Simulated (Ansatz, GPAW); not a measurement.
# Ballistic transport through a Ag chain with one P atom in line, from relaxation to T(E), part 2 of 4

How well does a Ag chain with one P atom in line conduct once its atoms have relaxed, and how much do cheaper levels lose?

GPAW 26.7.0 and Ansatz 0.2.0; Ansatz plane waves; relaxation of the junction with the lead ends held (the session's first sound run).

So far. Step 2 (Relaxation): The relaxation lowered the energy of the cell by 0.264 eV.

## (3) Plane waves, PBE

Plane waves give the reference curve, free of the bias of atom-centred orbitals.

This step: Ansatz plane waves; Landauer transmission by layers, zero bias (Ansatz 0.2.0).

Contents of input.yaml:

```yaml
crystal:
  lattice:
    - [9.0, 0.0, 0.0]
    - [0.0, 9.0, 0.0]
    - [0.0, 0.0, 39.2332]
  atoms:
    - { symbol: Ag, position: [0.5, 0.5, 0.0338998603] }
    - { symbol: Ag, position: [0.5, 0.5, 0.101699581] }
    - { symbol: Ag, position: [0.5, 0.5, 0.1694993016] }
    - { symbol: Ag, position: [0.5, 0.5, 0.2372990223] }
    - { symbol: Ag, position: [0.5, 0.5, 0.3050987429] }
    - { symbol: Ag, position: [0.4880067448, 0.517130218, 0.3760563819] }
    - { symbol: Ag, position: [0.5087329117, 0.4833735206, 0.4502401239] }
    - { symbol: P, position: [0.4261513454, 0.6030719651, 0.5002778783] }
    - { symbol: Ag, position: [0.5088142366, 0.4826569705, 0.550208887] }
    - { symbol: Ag, position: [0.4873718655, 0.5177814227, 0.6239879862] }
    - { symbol: Ag, position: [0.5, 0.5, 0.6949012571] }
    - { symbol: Ag, position: [0.5, 0.5, 0.7627009777] }
    - { symbol: Ag, position: [0.5, 0.5, 0.8305006984] }
    - { symbol: Ag, position: [0.5, 0.5, 0.898300419] }
    - { symbol: Ag, position: [0.5, 0.5, 0.9661001397] }
kpoints:
  mp_grid: { grid: [1, 1, 2] }
hamiltonian:
  xc: pbe
scf:
  occupations: { method: fermi_dirac, width: 0.1 }
output:
  transmission:
    leads: [[0, 1]]
    e_range: [-2, 2]
    de: 0.025
    kmesh: [1, 1]
    reduced_basis: true
  write_potential: true
  write_density: true
  volumetric_format: npy
  elf: true
```

On the command line:

```console
$ ansatz run input.yaml --threads 4 --pin off --max-ram 8192MiB --backend cpu --events-out ev --progress --plain --runs-dir out
```

Numbers of over 12 decimals in the logs are rounded to 6 here.

What it wrote:

```text
[...]
Crystal: 15 atoms, lattice volume = 3177.889 Å³
Basis set: ecut = 420 eV, 61999 PW (Γ)
Bands: 163, of which v1, the nominal top of the filled ones, is band 136 counted from 1 (135 counted from 0)
Symmetry: 1 space group operations
[...]
k-points: 2
[...]
SCF iter   1: F=—  HF=-107002.563158 eV  |F-HF|=—  |Δ(HF+E_count)|=         —  Δρ=1.28e-3  dr2=3.21e-1  ethr=1.77e-3  ⟨swp⟩=9.5  Hψ=1436  notcnv=0  defer=8
[...]
SCF iter  10: F=-107002.571152 eV  HF=-107002.571152 eV  |F-HF|=6.77e-9  |Δ(HF+E_count)|=   2.59e-7  Δρ=1.17e-6  dr2=7.16e-8  ethr=3.69e-11  ⟨swp⟩=16.5  Hψ=1685  notcnv=0
SCF 1 converged in 10 iterations: F = -107002.571152 eV  dr2 = 7.16e-8
[...]
transmission: 49 of 294 steps passed
transmission: 98 of 294 steps passed
[...]
transmission: 294 of 294 steps passed
WARN: The output density's exchange-correlation potential varies sharply where the density is thin. Do not read a vacuum level from v_tot or v_xc, or from such a field of the output density. On a cell that repeats whose density bears no net charge and no dipole along the vacuum's axis use v_es (v_loc + v_h of the components); under efield.dipole_correction with no amplitude use v_es + v_field, which holds any externa [...]
SCF converged after 10 iterations
Free energy (F): -107002.571152 eV
[...]
Internal energy: -107002.220961 eV  (E = F + TS)
E sigma→0 (E₀):  -107002.396057 eV
Entropy (-TS):   -0.350191 eV (-23.346 meV/atom)
Fermi energy:    -3.330524 eV
[...]
--- Band table (eV) ---
  k-point 0: bands = [... 132 lower, -3.9874, -3.7514, -3.4599, -3.3009, -3.2775, -2.7084, -2.4264, -1.6975, ... 23 higher]
  k-point 1: bands = [... 132 lower, -3.8938, -3.7497, -3.5529, -3.3008, -3.1225, -2.8962, -2.2213, -1.8955, ... 23 higher]
--- Transmission ---
  basis      : 717 plane waves across, 49 finite elements along
  points     : 1, standing for a mesh of 1 x 1
  filling    : by the input's occupations and mesh, since the crystals that have channels conduct as metals do. If one of these is a semiconductor, that mesh has misplaced its level
  energies   : 161 from -2.000000 to 2.000000 eV about the Fermi level, 0.025000 eV apart; the leads are filled to 0.000000 eV, and channels, transmission and decay are at 0.000000 eV
  crystal 0  : Ag1, at the sites [0, 1], period 2.6600 Å, over 26.60 Å; its Hamiltonian steps by up to 1.3 meV
    offset         : up to 0.0000 Å between an atom of the period and one for which it stands
    filled         : 12.9 meV over the level at which it is neutral
    channels       : 1.000000e0 a spin
    conductance    : 9.5655e13 S/m² at 300 K; may be off by some 0.0 % by where its bands' edges are placed, 0.0 % from the distance to neutral
  junction   : crystal 0 to crystal 0, 0.70 to 37.27 Å
    transmission   : 3.894860e-1 a spin
    error estimate : 2.924668e-5 a spin from the reduction of the transverse basis, at the most 3.012905e-4 at -0.825000 eV
    conductance    : 3.6917e13 S/m² at 300 K (3.6882e13 on every other energy)
    error estimate : 0.1 % from the energy spacing and 0.0 % from band edges of the leads and from resonances (wavevectors taken as independent; lower de), 0.0 % from the reduction of the transverse basis, 0.3 % from the steps of its leads' Hamiltonians or their offsets (lay more layers), 1.3 % from the distance to neutral
    resistance     : 1.6634e-2 Ω µm² beyond half of each lead's own
```

Elapsed: 2.8 min, on 4 threads of Intel Xeon Platinum 8259CL at 2.50GHz (Skylake/Cascade Lake), shared host; peak memory 4.6 GiB; 7.2 min of CPU time.

Reading the cycles: dr2 is the Hartree energy of the density residual (eV), the measure of convergence; HF is the Harris–Foulkes estimate of the energy, which meets the free energy F at convergence.

This step gave:

* free energy: -107002.5712 eV
* lead level: 0 eV from the Fermi level
* transmission at the Fermi level (one spin): 0.3895
* open channels of the lead at the Fermi level (one spin): 1
* step of the potential along the lead: 1.3 meV
* offset of the lead: 0 Å
* filling of the lead less its bulk value, in size: 12.9 meV
* conductance: 0.3859 G₀

One spin. Table of transmission, zone mean by energy, zero at the Fermi level:

```
energy (eV)  transmission, zone mean
     -2.000                  0.00157
     -1.900                   3.8e-4
     -1.800                   1.7e-4
     -1.700                        0
     -1.600                        0
     -1.500                        0
     -1.400                        0
     -1.300                        0
     -1.200                        0
     -1.100                  0.00755
     -1.000                    0.200
     -0.900                    0.463
     -0.800                    0.829
     -0.725                    0.997
     -0.700                    0.992
     -0.600                    0.599
     -0.500                   0.0983
     -0.400                  0.00632
     -0.300                    0.111
     -0.200                    0.239
     -0.100                    0.335
      0.000                    0.389
      0.100                    0.409
      0.150                    0.411
      0.200                    0.410
      0.300                    0.401
      0.400                    0.391
      0.500                    0.381
      0.600                    0.374
      0.700                    0.368
      0.800                    0.362
      0.900                    0.357
      1.000                    0.351
      1.100                    0.344
      1.200                    0.335
      1.300                    0.325
      1.400                    0.314
      1.500                    0.300
      1.600                    0.283
      1.700                    0.263
      1.800                    0.239
      1.900                    0.212
      2.000                    0.182
```

One spin. The open channels, zone mean by energy, zero at the Fermi level:

energy (eV), open channels, zone mean and a bar:
```
   -2.000       3.00 ##############################
   -1.900       1.00 ##########
   -1.800       1.00 ##########
   -1.700       0.00 
   -1.600       0.00 
   -1.500       0.00 
   -1.400       0.00 
   -1.300       0.00 
   -1.200       0.00 
   -1.100       1.00 ##########
   -1.000       1.00 ##########
   -0.900       1.00 ##########
   -0.800       1.00 ##########
   -0.700       1.00 ##########
   -0.600       1.00 ##########
   -0.500       1.00 ##########
   -0.400       1.00 ##########
   -0.300       1.00 ##########
   -0.200       1.00 ##########
   -0.100       1.00 ##########
    0.000       1.00 ##########
    0.100       1.00 ##########
    0.200       1.00 ##########
    0.300       1.00 ##########
    0.400       1.00 ##########
    0.500       1.00 ##########
    0.600       1.00 ##########
    0.700       1.00 ##########
    0.800       1.00 ##########
    0.900       1.00 ##########
    1.000       1.00 ##########
    1.100       1.00 ##########
    1.200       1.00 ##########
    1.300       1.00 ##########
    1.400       1.00 ##########
    1.500       1.00 ##########
    1.600       1.00 ##########
    1.700       1.00 ##########
    1.800       1.00 ##########
    1.900       1.00 ##########
    2.000       1.00 ##########
```

Crystal 0, spin -, k parallel (0, 0); distinct values, listed up to 1.5 1/Å. The Im kz of the slowest decaying states by energy, zero at the Fermi level:

```
energy (eV)  decay 1 (Å⁻¹)  decay 2 (Å⁻¹)  decay 3 (Å⁻¹)  decay 4 (Å⁻¹)
     -2.000          0.584          0.774           1.34           1.35
     -1.800          0.193          0.193          0.513          0.869
     -1.600          0.196          0.281          0.281          0.431
     -1.400          0.295          0.330          0.340          0.340
     -1.200          0.186          0.369          0.383           1.05
     -1.000          0.416          0.430           1.09           1.09
     -0.800          0.443          0.483           1.13           1.13
     -0.600          0.463          0.531           1.16           1.16
     -0.400          0.479          0.573           1.16           1.19
     -0.200          0.491          0.611           1.14           1.19
      0.000          0.500          0.646           1.12           1.17
      0.200          0.505          0.677           1.09           1.15
      0.400          0.507          0.705           1.07           1.13
      0.600          0.506          0.731           1.04           1.11
      0.800          0.502          0.754           1.01           1.10
      1.000          0.494          0.775          0.987           1.08
      1.200          0.484          0.795          0.959           1.06
      1.400          0.471          0.471          0.813          0.930
      1.600          0.454          0.829            0.9           1.03
      1.800          0.433          0.844          0.869           1.01
      2.000          0.407          0.837          0.858          0.979
```

Crystal 0, spin -, k parallel (0, 0). Re kz of states that move upwards against energy, zero at the Fermi level:

```
energy (eV)  channel 1 (Å⁻¹)  channel 2 (Å⁻¹)  channel 3 (Å⁻¹)
     -2.000           -0.105           -0.105            0.940
     -1.800             1.08                -                -
     -1.600                -                -                -
     -1.400                -                -                -
     -1.200                -                -                -
     -1.000            0.194                -                -
     -0.800            0.327                -                -
     -0.600            0.416                -                -
     -0.400            0.485                -                -
     -0.200            0.544                -                -
      0.000            0.594                -                -
      0.200            0.638                -                -
      0.400            0.678                -                -
      0.600            0.715                -                -
      0.800            0.748                -                -
      1.000            0.780                -                -
      1.200            0.810                -                -
      1.400            0.838                -                -
      1.600            0.865                -                -
      1.800            0.891                -                -
      2.000            0.916                -                -
```

The electrostatic potential energy of an electron (with the applied field's), less the Fermi level, planar mean oscillates, so the rows of the table below give means over windows of 2.62 Å about each position, cut where the curve ends. Its maxima inside the range that stand out by 2 % of the span (Å: eV): 2.6: 4.84, 5.4: 4.82, 8.0: 4.84, 10.6: 4.81, 13.4: 4.86, 16.1: 4.78, 18.7: 4.55, 20.5: 4.54, 23.1: 4.78, 25.9: 4.86, 28.6: 4.81, 31.2: 4.84, 33.9: 4.82, 36.6: 4.84. Its first 14 minima: 1.3: 3.55, 3.9: 3.56, 6.7: 3.55, 9.3: 3.55, 11.9: 3.53, 14.8: 3.50, 17.6: 3.52, 19.6: 3.35, 21.7: 3.52, 24.4: 3.50, 27.3: 3.53, 29.9: 3.55, 32.5: 3.55, 35.3: 3.56.

Table of electrostatic potential energy of an electron (with the applied field's), less the Fermi level, planar mean by z; means over each step:

z (Å), electrostatic potential energy of an electron (with the applied field's), less the Fermi level, planar mean (eV) and a bar from the least value:
```
     1.31       4.21 ##############################
     3.93       4.21 ##############################
     6.55       4.21 #############################
     9.17       4.21 #############################
    11.79       4.19 ##########################
    14.41       4.18 #######################
    17.03       4.19 ##########################
    19.65       4.07 
    22.27       4.20 ###########################
    24.89       4.18 ########################
    27.51       4.19 ##########################
    30.13       4.21 #############################
    32.75       4.21 #############################
    35.37       4.21 ##############################
    37.99       4.16 ##################
```

The valence density, planar mean oscillates, so the rows of the table below give means over windows of 2.76 Å about each position, cut where the curve ends. Its first 14 maxima inside the range that stand out by 2 % of the span (Å: e/Å³): 1.3: 0.235, 3.9: 0.231, 6.7: 0.234, 9.3: 0.235, 11.9: 0.233, 14.8: 0.231, 17.7: 0.233, 19.3: 0.0344, 21.7: 0.232, 24.4: 0.231, 27.3: 0.233, 29.9: 0.235, 32.5: 0.234, 35.3: 0.231. Its minima: 2.6: 0.0113, 5.4: 0.0113, 8.0: 0.0113, 10.6: 0.0112, 13.4: 0.00977, 16.3: 0.00775, 18.7: 0.0288, 20.5: 0.0290, 23.0: 0.00795, 25.9: 0.00979, 28.6: 0.0112, 31.2: 0.0113, 33.9: 0.0113, 36.6: 0.0113.

Valence density, planar mean against z; means over each step:

```
z (Å)  valence density, planar mean (e/Å³)
 1.38                               0.0854
 4.14                               0.0854
 6.90                               0.0855
 9.66                               0.0856
12.42                               0.0849
15.18                               0.0842
17.94                               0.0912
20.70                               0.0900
23.46                               0.0786
26.22                               0.0838
28.98                               0.0900
31.74                               0.0888
34.50                               0.0877
37.26                               0.0868
```

Electrostatic potential energy in the ca plane at fractional y = 0.500, with atoms of Ag within 0.2 Å of it. With pseudopotentials it is smooth inside the atoms' cores, unlike the true potential.

Ten even steps from '0' (-37 eV) to '9' (2 eV), each cell a mean:
```
99999999999999999999999999999999999999999999
99999999999999999999999999999999999999999999
99999999999999999999999999999999999999999999
99999999999999999999999999999999999999999999
99999999999999999999999999999999999999999999
99999999999999999999999999999999999999999999
99999999999999999999999999999999999999999999
99999999999999999999999999999999999999999999
99988899999999999988889999999888899999999999
98644589987567899753358999997433689987668999
87300158873114788510026999985100278862114888
85100048850001688400005888883000168840002687
86100048840001688510016877774100278840002687
88521378863113799753358866787433689862114798
99876799987567899987889877788878899986567999
99999999999899999999999988899999999999899999
99999999999999999999999999999999999999999999
99999999999999999999999999999999999999999999
99999999999999999999999999999999999999999999
99999999999999999999999999999999999999999999
99999999999999999999999999999999999999999999
99999999999999999999999999999999999999999999
99999999999999999999999999999999999999999999
99999999999999999999999999999999999999999999
```
Columns run along c (16.0 Å, from fractional 0.27 to 0.68 of the cell; values clipped at the 3rd and 97th percentile), rows up along a (9.0 Å). Atoms in or near the plane, at fractional coordinates: Ag at (0.31, 0.50), Ag at (0.38, 0.49), Ag at (0.45, 0.51), Ag at (0.55, 0.51), Ag at (0.62, 0.49).

ELF in the ca plane at fractional y = 0.500, with atoms of Ag within 0.2 Å of it. It is the smooth field of the valence electrons, not physical close to the nuclei.

Ten even steps from '0' (0.00) to '9' (0.79), each cell a mean:
```
00000000000000000000000000000000000000000000
00000000000000000000000000000000000000000000
00000000000000000000000000000000000000000000
00000000000000000000000000000000000000000000
00000000000000000000000000000000000000000000
00111111111111000001111000001111000001111101
11111111111111100111111100011111100011111111
11122211122222111112222111112222111112222211
12222222222222211123322222222333211122222222
22345422223443211245542233323455311223432222
22577632235665221368753356424687521235664222
23699742247986322479963478734798631247986322
23689742247986312368853699843687521247986322
22466532235765212345534799963455421235764222
12233322223443211233335888874333221123442222
11222222222222111222234678764222211112222222
11111111112211111112223466542222111111221111
01111111111111100011111234321111100011111111
00001000011110000000000112110000000001111100
00000000000000000000000000000000000000000000
00000000000000000000000000000000000000000000
00000000000000000000000000000000000000000000
00000000000000000000000000000000000000000000
00000000000000000000000000000000000000000000
```
Columns run along c (16.0 Å, from fractional 0.27 to 0.68 of the cell), rows up along a (9.0 Å). Atoms in or near the plane, at fractional coordinates: Ag at (0.31, 0.50), Ag at (0.38, 0.49), Ag at (0.45, 0.51), Ag at (0.55, 0.51), Ag at (0.62, 0.49).

Valence density in the ca plane at fractional y = 0.500, with atoms of Ag within 0.2 Å of it. It is the smooth field of the valence electrons, not physical close to the nuclei.

Ten steps, logarithmic in the rise over the least value, from '0' (0 e/Å³) to '9' (17 e/Å³), each cell a mean:
```
00000000000000000000000000000000000000000000
00000000000000000000000000000000000000000000
00000000000000000000000000000000000000000000
00000000000000000000000000000000000000000000
00000000000000000000000000000000000000000000
00000000000000000000000000000000000000000000
00000000000000000000000000000000000000000000
00000000000000000000000000000000000000000000
00111100001110000012210000001122100001110000
11345321112332101245531100012455310113332111
13688731135775211378863111124788621136774212
23799852247997311489973222225899731258996312
23799742247997311478863222224788621258996312
12467521136775211246542222223465311136775211
01223210012432100112211222211222100013432101
00001000001110000000001111110000000001110000
00000000000000000000000000000000000000000000
00000000000000000000000000000000000000000000
00000000000000000000000000000000000000000000
00000000000000000000000000000000000000000000
00000000000000000000000000000000000000000000
00000000000000000000000000000000000000000000
00000000000000000000000000000000000000000000
00000000000000000000000000000000000000000000
```
Columns run along c (16.0 Å, from fractional 0.27 to 0.68 of the cell), rows up along a (9.0 Å). Atoms in or near the plane, at fractional coordinates: Ag at (0.31, 0.50), Ag at (0.38, 0.49), Ag at (0.45, 0.51), Ag at (0.55, 0.51), Ag at (0.62, 0.49).

T at the Fermi level is 0.389 of 1 open channels a spin.

(Part 2 of 4 ends here.)

[Logs are printed without paths, hosts, clocks, repeated set-up lines and the standing remarks that a program may print on its own settings, such as how far it seeks lower states.]

[Hosts, paths, dates, database ids (printed as entryN), source tags and the programs' standing remarks are cut or masked in the printed files.]
